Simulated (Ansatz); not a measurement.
## Phase order of Lu along its cold isotherm

All-electron LAPW in Ansatz 0.2.0 under PBE, scalar-relativistic, energies extrapolated to zero smearing. Each structure type was compressed from its own relaxed volume, symmetry kept and shape relaxed on PAW files, and E(V) was fitted to energies and pressures; H = E + pV has no temperature or zero-point term. Only these types were tried: fcc (Fm-3m, 15×15×15 mesh, 29.09 Å³/atom at rest); dhcp (P6_3/mmc, 10×10×3 mesh, 29.08 Å³/atom at rest); omega (P6/mmm, 7×7×10 mesh, 29.07 Å³/atom at rest); hcp (P6_3/mmc, 14×14×8 mesh, 29.10 Å³/atom at rest); beta tin (I4_1/amd, 15×15×15 mesh, 30.46 Å³/atom at rest); sc (Pm-3m, 12×12×12 mesh, 32.99 Å³/atom at rest); bcc (Im-3m, 14×14×14 mesh, 29.67 Å³/atom at rest); simple hexagonal (P6/mmm, 13×13×12 mesh, 31.01 Å³/atom at rest). Spin polarisation is left out. Spin–orbit coupling is left out; Fermi–Dirac smearing is 0.05 to 0.1 eV. Enthalpies carry a few meV/atom of noise from meshes and fits.

Which type is lowest at zero pressure, and what follows up to 140 GPa?

Among the types tried, hcp is lowest at zero pressure; dhcp takes over from hcp near 12 GPa, with a volume step of -1.6 %. Enthalpies against hcp:

| p (GPa) | fcc (meV/atom) | dhcp (meV/atom) | omega (meV/atom) | hcp (meV/atom) | beta tin (meV/atom) | sc (meV/atom) | bcc (meV/atom) | simple hexagonal (meV/atom) |
| --- | --- | --- | --- | --- | --- | --- | --- | --- |
| 0 | 42 | 21 | 91 | 0 | 508 | 855 | 140 | 491 |
| 4.2 | 37 | 17 | 88 | 0 | 535 | 936 | 152 | 528 |
| 11 | 21 | 1 | 77 | 0 | 552 | 1006 | 159 | 561 |
| 21 | -1 | -21 | 59 | 0 | 553 | 1047 | 162 | 580 |
| 42 | -28 | -48 | 28 | 0 | 538 | 1075 | 160 | 587 |
| 70 | -37 | -57 | 7 | 0 | 523 | 1105 | 145 | 590 |
| 100 | -39 | -55 | -2 | 0 | 523 | 1145 | 121 | 610 |
| 130 | -43 | -50 | -4 | 0 | 536 | 1192 | 97 | 645 |
